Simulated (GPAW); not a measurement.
Runs of GPAW 26.7.0 on LiCl. Symmetry: Fm-3m, No. 225, cubic system. The conventional cell has a = 5.130 Å, b = 5.130 Å, c = 5.130 Å, α = 90.00°, β = 90.00°, γ = 90.00°. Around Cl (site symmetry m-3m) lie 6 Li at 2.56 Å. Around Li (site symmetry m-3m) lie 6 Cl at 2.56 Å. 

```tsv
task	level	potentials or basis	k mesh	cutoff (eV)	maxiter	band path	band points	mesh quality	gap on the mesh (eV)	pressure (GPa)	V0 of scaled cells (Å³/atom)	B0 (GPa)
equation of state	PBEsol+D4	PAW data sets generated in the run's folder for this functional, pw	7 × 7 × 7	800	150	-	-	not flagged	-	-	15.99	36
band structure	M06-L	GPAW PAW data sets (gpaw-data 1.2.1), pw	7 × 7 × 7	800	150	GXWKGLUWLK,UX	100	not flagged	7.04	(c)	-	-
equation of state	PBEsol	PAW data sets generated in the run's folder for this functional, pw	7 × 7 × 7	800	150	-	-	not flagged	-	-	(b)	35
band structure	PW91	PAW data sets generated in the run's folder for this functional, pw	7 × 7 × 7	800	150	GXWKGLUWLK,UX	100	not flagged	6.32	0.3	-	-
band structure	rSCAN	GPAW PAW data sets (gpaw-data 1.2.1), pw	7 × 7 × 7	800	150	GXWKGLUWLK,UX	100	not flagged	7.16	(a)	-	-
single point	PBE0-1/3	GPAW PAW data sets (gpaw-data 1.2.1), pw	4 × 4 × 4	600	60	-	-	coarse	9.16	-	-	-
```

Alike in all rows: no spin polarisation; cell as given; smearing fermi-dirac 0.05 eV.

Question: Estimate the missing entries.

Answer: (a) -0.2; (b) 16.29; (c) 2.6.

Caveats: some runs use coarse meshes; the PAW data sets were made with another functional, which shifts forces and pressure a little (some runs); exact exchange converges slowly with the k mesh, and this mesh is small (some runs).

A k mesh can miss the band edges.

Runs at the PBE level aren't shown here.
